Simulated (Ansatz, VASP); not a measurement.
## Cross-check of SiGe3 (ordered alloy, x = 0.75, built in the cubic cell of 8 atoms (invented)) between VASP and Ansatz

One calculation is typed for both programs; each brings its own data sets. How far apart do they land? The cell is generated by rule, not measured, and may not be a known phase. The cell is taken from a series of runs on this material, whose earlier steps may have relaxed, scaled, displaced or heated it; both programs get it as it stands.

Calculated with Ansatz 0.2.0; plane waves, with VASP 6.6.1 beside it; relaxation of cell and atoms at r2SCAN.

## (1) The starting structure

The structure is trigonal, space group R-3m (No. 166). The conventional cell has a = 7.930 Å, b = 7.930 Å, c = 9.710 Å, α = 90.00°, β = 90.00°, γ = 120.00°. Ge has 1 Si at 2.41 Å and 3 Ge at 2.45 Å nearest. Nearest to Si lie 1 Si at 2.38 Å and 3 Ge at 2.41 Å. Farther neighbours are not listed.

As a file:

```
Ge Si
1.0
     3.96510    2.28925    3.23671
    -3.96510    2.28925    3.23671
     0.00000   -4.57850    3.23671
Ge Si
6 2
Direct
  0.87224 0.87224 0.37775
  0.87224 0.37775 0.87224
  0.37775 0.87224 0.87224
  0.12776 0.12776 0.62225
  0.12776 0.62225 0.12776
  0.62225 0.12776 0.12776
  0.37757 0.37757 0.37757
  0.62243 0.62243 0.62243
```

## (2) VASP: relaxation of cell and atoms, r2SCAN

The relaxed volume is the usual yardstick between codes: in a stiff, nearly cubic crystal its relative difference is about their pressure difference at one cell divided by the bulk modulus.

Lines of VASP's logs that name or quote its potential files are left out, and so is its time.

File INCAR:

```
SYSTEM = SiGe3
PREC = Accurate
ENCUT = 550
EDIFF = 1E-07
NELM = 120
ISMEAR = 0
SIGMA = 0.02
LREAL = .FALSE.
ALGO = Normal
METAGGA = R2SCAN
LASPH = .TRUE.
NBANDS = 57
LORBIT = 11
LWAVE = .FALSE.
LCHARG = .FALSE.
ISIF = 3
IBRION = 2
NSW = 80
EDIFFG = -0.005
GGA_COMPAT = .FALSE.
NELMIN = 4
EFERMI = MIDGAP
LMIXTAU = .TRUE.
KPAR = 2
```

File POSCAR:

```
SiGe3
1.0
    3.9650980000      2.2892510000      3.2367090000
   -3.9650980000      2.2892510000      3.2367090000
    0.0000000000     -4.5785010000      3.2367090000
Ge Si
6 2
Direct
    0.8722353554      0.8722353554      0.3777540551
    0.8722353743      0.3777540273      0.8722353643
    0.3777540273      0.8722353743      0.8722353643
    0.1277645416      0.1277645416      0.6222458419
    0.1277645227      0.6222458697      0.1277645327
    0.6222458697      0.1277645227      0.1277645327
    0.3775724801      0.3775724801      0.3775725625
    0.6224273442      0.6224273442      0.6224274801
```

File KPOINTS:

```
Automatic mesh
0
Gamma
6 6 6
0 0 0
```

PAW data sets: Ge_d and Si (PBE family, release 64).

The run is started by

```
$ mpirun -np 2 vasp_std
```

Numbers of over 12 decimals in the logs are rounded to 6 here.

What it wrote:

```text
[banner, memory and clock lines left out]
running    2 mpi-ranks, on    1 nodes
 distrk:  each k-point on    1 cores,    2 groups
 distr:  one band on    1 cores,    1 groups

 POSCAR found type information on POSCAR GeSi
 POSCAR found :  2 types and       8 ions
|                                                                             |
|               ----> ADVICE to this user running VASP <----                  |
|                                                                             |
|     You enforced a specific xc type in the INCAR file but a different       |
|     [... a line on the potential file left out ...]
|     I HOPE YOU KNOW WHAT YOU ARE DOING!                                     |
|                                                                             |

 LDA part: xc-table for (None), standard interpolation
 POSCAR, INCAR and KPOINTS ok, starting setup
 FFT: planning ... GRIDC
 FFT: planning ... GRID_SOFT
 FFT: planning ... GRID
 WAVECAR not read
 entering main loop
       N       E                     dE             d eps       ncg     rms          rms(c)
DAV:   1     0.103650413136E+04    0.10365E+04   -0.44931E+04  4586   0.431E+03
DAV:   2     0.110327697409E+03   -0.92618E+03   -0.89111E+03  3648   0.111E+03
DAV:   3    -0.921496462851E+02   -0.20248E+03   -0.19631E+03  3863   0.261E+02
DAV:   4    -0.109401554081E+03   -0.17252E+02   -0.17007E+02  4268   0.837E+01
DAV:   5    -0.109932673878E+03   -0.53112E+00   -0.52971E+00  4158   0.167E+01    0.826E+00
DAV:   6    -0.103954222816E+03    0.59785E+01   -0.11878E+00  4118   0.113E+01    0.498E+00
DAV:   7    -0.962855836671E+02    0.76686E+01   -0.14804E+00  3971   0.829E+00    0.137E+00
DAV:   8    -0.995893497645E+02   -0.33038E+01   -0.84430E-01  3885   0.496E+00    0.494E-01
DAV:   9    -0.100344151399E+03   -0.75480E+00   -0.21508E-01  4019   0.209E+00    0.262E-01
DAV:  10    -0.100701600657E+03   -0.35745E+00   -0.24018E-01  3770   0.229E+00    0.303E-01
DAV:  11    -0.100695794743E+03    0.58059E-02   -0.12472E-02  4126   0.534E-01    0.267E-01
DAV:  12    -0.100709834573E+03   -0.14040E-01   -0.16050E-02  4160   0.667E-01    0.206E-01
DAV:  13    -0.100707295964E+03    0.25386E-02   -0.72117E-03  3853   0.484E-01    0.154E-01
DAV:  14    -0.100707849095E+03   -0.55313E-03   -0.42550E-04  3974   0.147E-01    0.131E-01
[...]
DAV:  20    -0.100712279947E+03   -0.83387E-04   -0.52708E-05  3774   0.379E-02    0.300E-03
DAV:  21    -0.100712286787E+03   -0.68405E-05   -0.56407E-06  4012   0.134E-02    0.309E-03
DAV:  22    -0.100712283707E+03    0.30805E-05   -0.31437E-06  3052   0.856E-03    0.334E-03
DAV:  23    -0.100712285793E+03   -0.20860E-05   -0.29486E-07  3246   0.349E-03    0.222E-03
DAV:  24    -0.100712290324E+03   -0.45313E-05   -0.14229E-06  3024   0.482E-03    0.521E-04
DAV:  25    -0.100712290055E+03    0.26941E-06   -0.54833E-08  2516   0.190E-03    0.260E-04
DAV:  26    -0.100712289896E+03    0.15923E-06   -0.75017E-09  2117   0.740E-04    0.290E-04
DAV:  27    -0.100712289995E+03   -0.99028E-07   -0.11016E-08  2041   0.775E-04
   1 F= -.10071229E+03 E0= -.10071229E+03  d E =-.100712E+03
[...]
2 F= -.10071237E+03 E0= -.10071237E+03  d E =-.805126E-04
[...]
3 F= -.10071242E+03 E0= -.10071242E+03  d E =-.125959E-03
[...]
4 F= -.10071242E+03 E0= -.10071242E+03  d E =-.126114E-03
[...]
5 F= -.10071242E+03 E0= -.10071242E+03  d E =-.125040E-03
[...]
6 F= -.10071242E+03 E0= -.10071242E+03  d E =-.125644E-03
 curvature:  -0.35 expect dE=-0.531E-05 dE for cont linesearch -0.866E-09
 trial: gam= 0.03193 g(F)=  0.132E-04 g(S)=  0.204E-05 ort = 0.105E-05 (trialstep = 0.935E+00)
 search vector abs. value=  0.158E-04
 bond charge predicted
       N       E                     dE             d eps       ncg     rms          rms(c)
DAV:   1    -0.100712426398E+03   -0.10668E-04   -0.21650E-03  4689   0.269E-01    0.181E-02
DAV:   2    -0.100712425955E+03    0.44315E-06   -0.53878E-05  4344   0.596E-02    0.953E-03
DAV:   3    -0.100712424101E+03    0.18539E-05   -0.76608E-06  4818   0.253E-02    0.197E-03
DAV:   4    -0.100712424665E+03   -0.56375E-06   -0.21490E-06  3837   0.114E-02    0.127E-03
DAV:   5    -0.100712424265E+03    0.40011E-06   -0.40109E-07  3030   0.345E-03    0.726E-04
DAV:   6    -0.100712423812E+03    0.45297E-06   -0.35680E-07  2979   0.300E-03    0.273E-04
DAV:   7    -0.100712423875E+03   -0.63628E-07   -0.12383E-07  2570   0.188E-03
   7 F= -.10071242E+03 E0= -.10071242E+03  d E =-.823694E-05
 trial-energy change:   -0.000008  1 .order   -0.000009   -0.000014   -0.000003
 step:   1.4746(harm=  1.2159)  dis= 0.00047  next Energy=  -100.712425 (dE=-0.908E-05)
 reached required accuracy - stopping structural energy minimisation
```

OUTCAR, selected parts (step 2):

```text
ion  position               nearest neighbor table
   1  0.872  0.872  0.378-   8 2.41   4 2.45   6 2.45   5 2.45
   2  0.872  0.378  0.872-   8 2.41   5 2.45   4 2.45   6 2.45
   3  0.378  0.872  0.872-   8 2.41   6 2.45   4 2.45   5 2.45
   4  0.128  0.128  0.622-   7 2.41   1 2.45   3 2.45   2 2.45
   5  0.128  0.622  0.128-   7 2.41   2 2.45   1 2.45   3 2.45
   6  0.622  0.128  0.128-   7 2.41   3 2.45   1 2.45   2 2.45
   7  0.378  0.378  0.378-   8 2.38   4 2.41   6 2.41   5 2.41
   8  0.622  0.622  0.622-   7 2.38   3 2.41   2 2.41   1 2.41

  LATTYP: Found a trigonal (rhomboedric) cell.
 ALAT       =     5.6070453397
 COS(alpha) =    -0.0001605288

 Subroutine GETGRP returns: Found 12 space group operations
 (whereof 12 operations were pure point group operations)

The static configuration has the point symmetry D_3d.

 Found     32 irreducible k-points:

   k-points           NKPTS =     32   k-points in BZ     NKDIM =     32   number of bands    NBANDS=     57

   dimension x,y,z NGX =    48 NGY =   48 NGZ =   48
   dimension x,y,z NGXF=    96 NGYF=   96 NGZF=   96

   ENCUT  =  550.0 eV  40.42 Ry    6.36 a.u.  10.72 10.72 10.72*2*pi/ulx,y,z

   NELECT =      92.0000    total number of electrons

 k-points in reciprocal lattice and weights: Automatic mesh
   0.00000000  0.00000000  0.00000000       0.005
   0.16666667  0.00000000  0.00000000       0.028
   0.33333333  0.00000000  0.00000000       0.028
   0.50000000  0.00000000  0.00000000       0.014
   0.16666667  0.16666667  0.00000000       0.028
   0.33333333  0.16666667  0.00000000       0.056
   0.50000000  0.16666667  0.00000000       0.056
  -0.33333333  0.16666667  0.00000000       0.056
  -0.16666667  0.16666667  0.00000000       0.028
[...]
-0.33333333  0.50000000  0.33333333       0.028
   0.50000000  0.50000000  0.50000000       0.005

 average (electrostatic) potential at core
       1 -79.1127       2 -79.1127       3 -79.1127       4 -79.1127       5 -79.1127
       6 -79.1127       7 -87.5670       8 -87.5670

 E-fermi :   5.2425

 k-point     1 :       0.0000    0.0000    0.0000
  band No.  band energies     occupation
    ...
     42       1.8412      2.00000
     43       1.8792      2.00000
     44       4.9503      2.00000
     45       4.9503      2.00000
     46       4.9754      2.00000
     47       5.7540      0.00000
     48       5.7540      0.00000
     49       5.8056      0.00000
     50       5.8056      0.00000
     51       6.0332      0.00000
    ...

 k-point     2 :       0.1667    0.0000    0.0000
  band No.  band energies     occupation
    ...
     42       1.9308      2.00000
     43       1.9357      2.00000
     44       3.7607      2.00000
     45       4.4899      2.00000
     46       4.5022      2.00000
     47       5.6954      0.00000
     48       6.2612      0.00000
     49       6.3677      0.00000
     50       6.4037      0.00000
     51       6.7208      0.00000
    ...

 k-point     3 :       0.3333    0.0000    0.0000
  band No.  band energies     occupation
    ...
     42       2.1431      2.00000
     43       2.2824      2.00000
     44       2.2933      2.00000
     45       3.6507      2.00000
     46       3.6685      2.00000
     47       5.8197      0.00000
     48       6.7385      0.00000
     49       7.2168      0.00000
     50       7.8313      0.00000
     51       7.8734      0.00000
    ...

  Total       -0.0032753     -0.0032753     -0.0087418      0.0000000     -0.0000000      0.0000000
  in kB       -0.0297191     -0.0297191     -0.0793197      0.0000000     -0.0000000      0.0000000
  external PRESSURE =      -0.0462527 kB  Pullay stress =       0.0000000 kB

  energy-cutoff  :      550.00
  volume of cell :      176.58
      direct lattice vectors                 reciprocal lattice vectors
     3.967589257  2.290689328  3.238066467     0.126021109  0.072758313  0.102942084
    -3.967589257  2.290689328  3.238066467    -0.126021109  0.072758313  0.102942084
     0.000000000 -4.581377656  3.238066467     0.000000000 -0.145516626  0.102942106

 POSITION                                       TOTAL-FORCE (eV/Angst)
 -----------------------------------------------------------------------------------
      0.00000      2.26493      6.87154         0.000000     -0.001008     -0.000779
      1.96148     -1.13246      6.87154        -0.000873      0.000504     -0.000779
     -1.96148     -1.13246      6.87154         0.000873      0.000504     -0.000779
      0.00000     -2.26493      2.84266         0.000000      0.001008      0.000779
     -1.96148      1.13246      2.84266         0.000873     -0.000504      0.000779
      1.96148      1.13246      2.84266        -0.000873     -0.000504      0.000779
      0.00000      0.00000      3.66868         0.000000      0.000000      0.000962
      0.00000      0.00000      6.04552         0.000000     -0.000000     -0.000962
 -----------------------------------------------------------------------------------
    total drift:                               -0.000000     -0.000072      0.001556

  FREE ENERGIE OF THE ION-ELECTRON SYSTEM (eV)
  ---------------------------------------------------
  free  energy   TOTEN  =      -100.7124238754 eV

  energy  without entropy=     -100.7124238754  energy(sigma->0) =     -100.71242388

 reached required accuracy - stopping structural energy minimisation

 total charge
# of ion       s       p       d       tot
------------------------------------------
    1        1.098   1.313  10.024  12.435
    2        1.098   1.313  10.024  12.435
    3        1.098   1.313  10.024  12.435
    4        1.098   1.313  10.024  12.435
    5        1.098   1.313  10.024  12.435
    6        1.098   1.313  10.024  12.435
    7        0.753   0.911   0.000   1.664
    8        0.753   0.911   0.000   1.664
--------------------------------------------------
tot          8.097   9.702  60.142  77.941

[... 3 further parts left out ...]
```

(Part 1 of 2 ends here.)

[Lines on the potential files, build, host, timing and source positions are cut from VASP's logs without a mark.]

[Logs are printed without paths, hosts, clocks, repeated set-up lines and the standing remarks that a program may print on its own settings, such as how far it seeks lower states.]

[Hosts, paths, dates, database ids (printed as entryN), source tags and the programs' standing remarks are cut or masked in the printed files.]
